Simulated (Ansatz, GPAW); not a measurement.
Given: the input of a run of Ansatz 0.2.0 on ZrC. 

Contents of input.yaml:

```yaml
crystal:
  lattice:
    - [0.0, 2.365, 2.365]
    - [2.365, 0.0, 2.365]
    - [2.365, 2.365, 0.0]
  atoms:
    - { symbol: Zr, position: [0.5, 0.5, 0.5] }
    - { symbol: C, position: [0.0, 0.0, 0.0] }
kpoints:
  mp_grid: { grid: [10, 10, 10] }
scf:
  occupations: { method: gaussian, width: 0.025 }
hamiltonian:
  xc: pbe
  pseudopotentials: { kind: all_electron, lapw: { basis_error: 0.001 } }
output:
  forces: true
  stress: true
  eigenvalues: true
```

Potentials or basis: all-electron LAPW, scalar-relativistic.

The run is started by

```bash
$ ansatz run input.yaml --threads 1 --pin off --max-ram 3072MiB --backend cpu --events-out ev --progress --plain --runs-dir out
```

Question: Set up the same calculation for GPAW 26.7.0 (ASE script). Potentials or basis there: GPAW PAW data sets (gpaw-data 1.2.1), cutoff 800 eV.

Answer: As run (cutoffs and basis follow the program's own potentials, and thresholds, step limits or extra output files can differ):

The input run.py:

```python
from ase.dft.bandgap import bandgap
from ase.io import read, write
from ase.units import GPa
from gpaw import GPAW, PW

atoms = read('POSCAR')

calc = GPAW(mode=PW(800),
            xc='PBE',
            kpts={'size': (10, 10, 10), 'gamma': True},
            occupations={'name': 'methfessel-paxton', 'order': 0, 'width': 0.025},
            nbands=18,
            convergence={'density': 1e-05, 'energy': 1e-05},
            maxiter=150,
            txt='gpaw.txt')
atoms.calc = calc
energy = atoms.get_potential_energy()
forces = atoms.get_forces()
stress = atoms.get_stress()
calc.write('gs.gpw')
write('result.traj', atoms)
print(f'Energy: {energy:.6f} eV')
print('Forces (eV/A):')
print(forces.round(4))
print('Stress (GPa):', (stress / GPa).round(3))
print('Fermi level:', round(calc.get_fermi_level(), 4), 'eV')
print(f'Gap: {bandgap(calc)[0]:.4f} eV, direct: {bandgap(calc, direct=True)[0]:.4f} eV')
```

POSCAR

```
ZrC
1.0
    0.0000000000      2.3650000000      2.3650000000
    2.3650000000      0.0000000000      2.3650000000
    2.3650000000      2.3650000000      0.0000000000
Zr C
1 1
Direct
    0.5000000000      0.5000000000      0.5000000000
    0.0000000000      0.0000000000      0.0000000000
```

Potentials or basis: GPAW PAW data sets (gpaw-data 1.2.1), pw.

Run with:

```sh
$ OMP_NUM_THREADS=1 python run.py
```

Both were run:

|  | Ansatz | GPAW |
| --- | --- | --- |
| Pressure | -2.9 GPa | -3.9 GPa |

Where Ansatz's input types no cutoff or centring, it takes its own default and a Γ-centred mesh.

Pressure is positive in compression.
